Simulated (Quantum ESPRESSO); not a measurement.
**Ag in Quantum ESPRESSO: the effect of functional**

The system is Ag.

```
CELL_PARAMETERS angstrom
0.00000 2.04275 2.04275
2.04275 0.00000 2.04275
2.04275 2.04275 0.00000
ATOMIC_POSITIONS crystal
Ag 0.00000 0.00000 0.00000
```

Alike in all runs:

```yaml
Program: Quantum ESPRESSO 7.5
Task: band structure
Potentials_or_basis: SG15 PBE 1.2
Cutoff: 952 eV
Density_cutoff: 3810 eV
k_mesh: 11 × 11 × 11
Occupations: fermi-dirac, width 0.05 eV
Spin: no spin polarisation
```

| functional | pressure (GPa) |
| --- | --- |
| LDA | -8.7 |
| PBEsol | -3.3 |
| PBE | 4.4 |
| RPBE | ? |
| AM05 | -3.2 |
| HLE16 | -4.7 |

Task: What does the run with functional RPBE give?

Result: Pressure 8.9 GPa.

Caveats: the potentials were made for another functional, which shifts forces and pressure (some runs); the potentials were made for a functional far from this one (some runs).
